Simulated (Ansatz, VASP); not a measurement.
**Cross-check of GaAsH2 (GaAs wire along [110], 8 atoms a period, H-terminated) between VASP and Ansatz**

One calculation is typed for both programs; each brings its own data sets. How far apart do they land? The structure shown is the start of the Ansatz relaxation below; VASP solves that cell, so the two are compared at the walk's first step.

Calculated with Ansatz 0.2.0; plane waves, with VASP 6.6.1 beside it; single point at PBE.

## (1) The starting structure

The cell holds 16 atoms: 8 H, 4 Ga and 4 As. Cell: a = 15.795 Å, b = 13.446 Å, c = 4.066 Å, α = 90.0°, β = 90.0°, γ = 90.0°. Vacuum lies along a and b. The structure's axis is c.

As a file:

```cif
data_structure
_symmetry_space_group_name_H-M 'P 1'
_symmetry_Int_Tables_number 1
_cell_length_a 15.7950
_cell_length_b 13.4460
_cell_length_c 4.0659
_cell_angle_alpha 90.000
_cell_angle_beta 90.000
_cell_angle_gamma 90.000
_cell_volume 863.51
loop_
_atom_site_label
_atom_site_type_symbol
_atom_site_fract_x
_atom_site_fract_y
_atom_site_fract_z
_atom_site_occupancy
H1 H 0.39728 0.25286 0.00000 1
H2 H 0.21526 0.59594 0.50000 1
H3 H 0.21526 0.40406 0.50000 1
H4 H 0.60270 0.74531 0.50000 1
H5 H 0.60270 0.25469 0.50000 1
H6 H 0.39728 0.74714 0.00000 1
H7 H 0.78472 0.59412 0.00000 1
H8 H 0.78472 0.40588 0.00000 1
Ga9 Ga 0.45503 0.34881 0.00000 1
Ga10 Ga 0.27301 0.50000 0.50000 1
Ga11 Ga 0.63705 0.50000 0.50000 1
Ga12 Ga 0.45503 0.65119 0.00000 1
As13 As 0.54604 0.65119 0.50000 1
As14 As 0.54604 0.34881 0.50000 1
As15 As 0.36402 0.50000 0.00000 1
As16 As 0.72806 0.50000 0.00000 1
```

## (2) Ansatz: relaxation, PBE

Ansatz runs on its default PAW (the set named soft_2) files.

The two programs are compared at the cell with which this relaxation starts, whose forces are those of its first step.

input.yaml reads:

```yaml
crystal:
  lattice:
    - [15.795, 0.0, 0.0]
    - [0.0, 13.446, 0.0]
    - [0.0, 0.0, 4.0658639918]
  atoms:
    - { symbol: H, position: [0.397277619, 0.252863305, 0.0] }
    - { symbol: Ga, position: [0.455030923, 0.348807422, 0.0] }
    - { symbol: H, position: [0.215257993, 0.595943864, 0.5] }
    - { symbol: H, position: [0.215257993, 0.40405563, 0.5] }
    - { symbol: Ga, position: [0.273011296, 0.499999747, 0.5] }
    - { symbol: As, position: [0.546040736, 0.651192071, 0.5] }
    - { symbol: As, position: [0.546040736, 0.348807422, 0.5] }
    - { symbol: H, position: [0.602697458, 0.745314465, 0.5] }
    - { symbol: H, position: [0.602697458, 0.254685029, 0.5] }
    - { symbol: Ga, position: [0.637050549, 0.499999747, 0.5] }
    - { symbol: As, position: [0.36402111, 0.499999747, 0.0] }
    - { symbol: H, position: [0.397277619, 0.747136188, 0.0] }
    - { symbol: Ga, position: [0.455030923, 0.651192071, 0.0] }
    - { symbol: As, position: [0.728060362, 0.499999747, 0.0] }
    - { symbol: H, position: [0.784717084, 0.59412214, 0.0] }
    - { symbol: H, position: [0.784717084, 0.405877353, 0.0] }
kpoints:
  mp_grid: { grid: [1, 1, 20] }
scf:
  occupations: { method: fermi_dirac, width: 0.05 }
hamiltonian:
  xc: pbe
relax:
  cell: { fix: [a, b, alpha, beta, gamma] }
  max_steps: 60
```

Command:

```sh
$ ansatz run input.yaml --threads 4 --pin off --max-ram 16384MiB --backend cpu --events-out ev --progress --plain --runs-dir out
```

Numbers of over 12 decimals in the logs are rounded to 6 here.

The log of the run:

```text
Engine: ansatz 0.2.0, aarch64-unknown-linux-gnu
Pseudopotentials: kind: paw
Pseudopotential: H, paw, valence charge 1, recommended cutoff 420 eV (normal), H.paw.azcp
Pseudopotential: Ga, paw, valence charge 13, recommended cutoff 420 eV (normal), Ga.paw.azcp
Pseudopotential: As, paw, valence charge 15, recommended cutoff 420 eV (normal), As.paw.azcp
Functional definition: PBE
  parameter kappa = 0.804
  parameter beta = 0.066725
  exchange = pbe_x(kappa = kappa, mu = beta*pi^2/3)
  correlation = pbe_c(beta = beta)
Crystal: 16 atoms, lattice volume = 863.506 Å³
Basis set: ecut = 420 eV, 16909 PW (Γ), exchange–correlation on 216×180×60 points (8 copies of the dense FFT grid, shifted against one another)
Bands: 76, of which v1, the nominal top of the filled ones, is band 60 counted from 1 (59 counted from 0)
Symmetry: 4 space group operations
Space group: Pmm2 (ITA 25), of the structure as read, at distance tolerance 9.5e-5 Å
k-points: 11 of 20
Non-local potential: H, projectors of the file, l = 0: 2, l = 1: 1
Non-local potential: Ga, projectors of the file, l = 0: 2, l = 1: 2, l = 2: 3, l = 3: 1
Non-local potential: As, projectors of the file, l = 0: 2, l = 1: 2, l = 2: 3, l = 3: 1
PAW form: soft (Blöchl's): semilocal exchange-correlation on the pseudo side does not see the compensation charge
PAW one-centre angular grid: H, 110 points (default); XC on 64 Gauss nodes
PAW one-centre angular grid: Ga, 590 points (default); XC on 64 Gauss nodes
PAW one-centre angular grid: As, 590 points (default); XC on 64 Gauss nodes
Initial density: superposition of atomic densities (neutral atoms: chi_scale 0, normalization atom), corrected by the library's trained network
Initial wavefunctions: pseudopotential atomic-orbital guess
Functional: x = pbe(κ = 0.804, μ = 0.219515), c = pbe(β = 0.066725)
SCF iter   1: F=—  HF=-34683.185145 eV  |F-HF|=—  |Δ(HF+E_count)|=         —  Δρ=2.89e-3  dr2=7.84e-1  ethr=1.77e-3  ⟨swp⟩=7.0  Hψ=3488  notcnv=0  defer=6
preconditioner: auto → Resta (q_TF=auto, 1.964 Å⁻¹)  ε∞=1.7  [insulator: Δε(μ)=2.215 eV  Ē_g=13.743 eV  σ=0.050 eV  W_gap=1.00  n_scr=110 (ndim 8)  ℏωp=11.3 eV  f_vac=0.666  D(μ)=0.00/eV (n_scr^D=0)  ε∞_Penn≈1.7  vacuum switching on, ρ_ref=1.4e-2 e/Å³]
SCF iter   2: F=—  HF=-34682.981279 eV  |F-HF|=—  |Δ(HF+E_count)|=   2.04e-1  Δρ=2.26e-3  dr2=1.57e-1  ethr=6.53e-4  ⟨swp⟩=3.0  Hψ=1150  notcnv=0  defer=117
SCF iter   3: F=—  HF=-34682.952081 eV  |F-HF|=—  |Δ(HF+E_count)|=   2.92e-2  Δρ=7.78e-4  dr2=1.08e-2  ethr=1.31e-4  ⟨swp⟩=3.5  Hψ=1243  notcnv=0  defer=87
SCF iter   4: F=—  HF=-34682.952205 eV  |F-HF|=—  |Δ(HF+E_count)|=   1.25e-4  Δρ=3.08e-4  dr2=1.20e-3  ethr=9.00e-6  ⟨swp⟩=2.0  Hψ=1044  notcnv=0  defer=87
SCF iter   5: F=—  HF=-34682.952450 eV  |F-HF|=—  |Δ(HF+E_count)|=   2.44e-4  Δρ=1.07e-4  dr2=1.40e-4  ethr=1.00e-6  ⟨swp⟩=2.0  Hψ=1188  notcnv=0  defer=87
SCF iter   6: F=—  HF=-34682.952441 eV  |F-HF|=—  |Δ(HF+E_count)|=   8.39e-6  Δρ=3.38e-5  dr2=1.16e-5  ethr=1.17e-7  ⟨swp⟩=2.0  Hψ=1189  notcnv=0  defer=87
SCF iter   7: F=—  HF=-34682.952537 eV  |F-HF|=—  |Δ(HF+E_count)|=   9.61e-5  Δρ=1.20e-5  dr2=1.81e-6  ethr=9.68e-9  ⟨swp⟩=3.0  Hψ=1457  notcnv=0  defer=87
SCF iter   8: F=—  HF=-34682.952538 eV  |F-HF|=—  |Δ(HF+E_count)|=   9.86e-7  Δρ=4.95e-6  dr2=2.36e-7  ethr=1.51e-9  ⟨swp⟩=2.0  Hψ=1189  notcnv=0  defer=87
SCF iter   9: F=-34682.952539 eV  HF=-34682.952539 eV  |F-HF|=1.47e-8  |Δ(HF+E_count)|=   2.45e-7  Δρ=1.30e-6  dr2=1.56e-8  ethr=8.33e-11  ⟨swp⟩=4.0  Hψ=2640  notcnv=0
SCF 1 converged in 9 iterations: F = -34682.952539 eV  dr2 = 1.56e-8
  greatest PAW one-centre occupation: 0.999 electrons in one spin orbital (limit 2), on the As atom at site 13 (counted from 0), in its partial waves of l = 2
relax step   1: F+E_penalty+E_count = -34682.95253874 eV  Δ(F+E_penalty+E_count) = +0.000e0 eV  max|allowed force component| = 9.092e-1 eV/Å  Δτ_max = 0.0000 Å  P = -0.262 GPa  Ω = 863.506 Å³  fix = [a, b, alpha, beta, gamma]  reactions: a -0.401, b -0.863 GPa  (9 SCF iters, dr2 threshold 1.00e-7 eV, accepted)
[...]
relax step   4: F+E_penalty+E_count = -34683.30865326 eV  Δ(F+E_penalty+E_count) = -4.063e-3 eV  max|allowed force component| = 1.738e-2 eV/Å  Δτ_max = 0.0228 Å  P = +0.006 GPa  Ω = 878.393 Å³  energy of the carried Pulay correction = -2.271e-3 eV  fix = [a, b, alpha, beta, gamma]  reactions: a -0.033, b +0.014 GPa  (5 SCF iters, dr2 threshold 1.40e-6 eV, accepted)
[...]
relax step   5: F+E_penalty+E_count = -34683.30878929 eV  Δ(F+E_penalty+E_count) = -1.360e-4 eV  max|allowed force component| = 8.128e-3 eV/Å  Δτ_max = 0.0128 Å  P = -0.004 GPa  Ω = 880.200 Å³  energy of the carried Pulay correction = -2.544e-3 eV  fix = [a, b, alpha, beta, gamma]  reactions: a -0.028, b +0.007 GPa  (6 SCF iters, dr2 threshold 1.89e-8 eV, accepted)
[...]
relax step   6: F+E_penalty+E_count = -34683.31166811 eV  Δ(F+E_penalty+E_count) = -2.879e-3 eV  max|allowed force component| = 8.193e-3 eV/Å  Δτ_max = 0.0000 Å  P = -0.001 GPa  Ω = 880.200 Å³  fix = [a, b, alpha, beta, gamma]  reactions: a -0.026, b +0.007 GPa  stress off target by 1.50e-2 GPa on what of the cell is left free  SCF on the basis re-selected at this cell (its energy is not comparable with the rows above)  (7 SCF iters)
basis re-selected at this cell: Δ(F+E_penalty+E_count) = -2.879e-3 eV, ΔP = +0.002 GPa vs the last step (what re-selecting the basis moved, of the pressure what is left beyond the Pulay correction that the steps carried, after the strain that the cell walked since its last selection, with what the two solves' SCF thresholds leave and, on support functions, any second-order correction that the steps lacked; it is no m [...]
SCF converged after 7 iterations
Free energy (F): -34683.311668 eV
Harris-Foulkes:  -34683.311668 eV  (|F-HF|=1.62e-9)
Internal energy: -34683.311668 eV  (E = F + TS)
E sigma→0 (E₀):  -34683.311668 eV
Entropy (-TS):   -0.000000 eV (-0.000 meV/atom)
Fermi energy:    -1.453877 eV
--- Per-component energies (eV) ---
  E_band       = -2424.917829
  E_kinetic    = 975.261963
  E_local      = -56053.037449  (includes V_loc(G=0)·N_el)
  E_nonlocal   = -971.533446
  E_hartree    = 27490.400068
  E_xc         = -659.472694
  E_vxc        = -633.977789  (∫ρ·V_xc dr)
  E_paw        = -15300.707968  (= ΣΔE_a)
  E_vpaw       = -722.421916  (= ΣTr[D̂ρ^β])
  E_aug_tail   = -0.009742  (compensation charges beyond the density's cutoff)
  E_ewald      = 9835.787601
  E_smearing   = -0.000000  (= −TS)
  E_closure    = 0.000000  (closes the sum)
  Σ components = -34683.311668   (vs F -34683.311668, Δ=0.00e0)
--- Forces (eV/Å), atoms counted from 1 ---
  atom   1  H     -0.00027899     0.00090323     0.00000000
  atom   2  Ga    -0.00819272     0.00190467     0.00000000
  atom   3  H     -0.00118304     0.00070401     0.00000000
  atom   4  H     -0.00118304    -0.00070401     0.00000000
  atom   5  Ga    -0.00402466     0.00000000     0.00000000
  atom   6  As     0.00588959    -0.00082714     0.00000000
  atom   7  As     0.00588959     0.00082714     0.00000000
  atom   8  H      0.00110771    -0.00054907     0.00000000
  atom   9  H      0.00110771     0.00054907     0.00000000
  atom  10  Ga    -0.00185663     0.00000000     0.00000000
  atom  11  As     0.00493826    -0.00000000     0.00000000
  atom  12  H     -0.00027899    -0.00090323     0.00000000
  atom  13  Ga    -0.00819272    -0.00190467     0.00000000
  atom  14  As     0.00626910    -0.00000000     0.00000000
  atom  15  H     -0.00000377     0.00158606     0.00000000
  atom  16  H     -0.00000377    -0.00158606     0.00000000
  max |Σ_I F_I| component: 3.65e-6 eV/Å
--- Stress (GPa, compression-positive) ---
       -0.026049       0.000000      -0.000000
        0.000000       0.007193      -0.000000
       -0.000000      -0.000000       0.015049
  P = ⅓ Tr σ = -0.0013 GPa (-0.013 kbar)
--- Relaxed structure (5 steps of the walk, 5 accepted, 1 SCFs on fresh bases) ---
  F+E_penalty+E_count = -34683.31166811 eV   max|allowed force component| = 8.193e-3 eV/Å   (the final SCF, on the basis selected at the relaxed cell)
  cell:  # Å, volume = 880.1998 Å³
    - [15.795, 0.0, 0.0]
    - [0.0, 13.446, 0.0]
    - [0.0, 0.0, 4.144466]
  atoms:
    - { symbol: H, position: [0.405020, 0.245034, 0.0] }
    - { symbol: Ga, position: [0.449009, 0.349269, 0.0] }
    - { symbol: H, position: [0.224921, 0.603004, 0.5] }
    - { symbol: H, position: [0.224921, 0.396996, 0.5] }
    - { symbol: Ga, position: [0.271210, 0.500000, 0.5] }
    - { symbol: As, position: [0.541071, 0.645913, 0.5] }
    - { symbol: As, position: [0.541071, 0.354087, 0.5] }
    - { symbol: H, position: [0.603408, 0.732729, 0.5] }
    - { symbol: H, position: [0.603408, 0.267271, 0.5] }
    - { symbol: Ga, position: [0.631350, 0.500000, 0.5] }
    - { symbol: As, position: [0.364117, 0.500000, 0.0] }
    - { symbol: H, position: [0.405020, 0.754966, 0.0] }
    - { symbol: Ga, position: [0.449009, 0.650731, 0.0] }
    - { symbol: As, position: [0.721378, 0.500000, 0.0] }
    - { symbol: H, position: [0.784636, 0.585138, 0.0] }
    - { symbol: H, position: [0.784636, 0.414862, 0.0] }
```

The column dr2 measures how far the density is from self-consistency, as an energy; F and HF (Harris–Foulkes) agree once it is small.

[end of part 1 of 2]

[Lines on the potential files, build, host, timing and source positions are cut from VASP's logs without a mark.]

[Logs are printed without paths, hosts, clocks, repeated set-up lines and the standing remarks that a program may print on its own settings, such as how far it seeks lower states.]

[Hosts, paths, dates, database ids (printed as entryN), source tags and the programs' standing remarks are cut or masked in the printed files.]
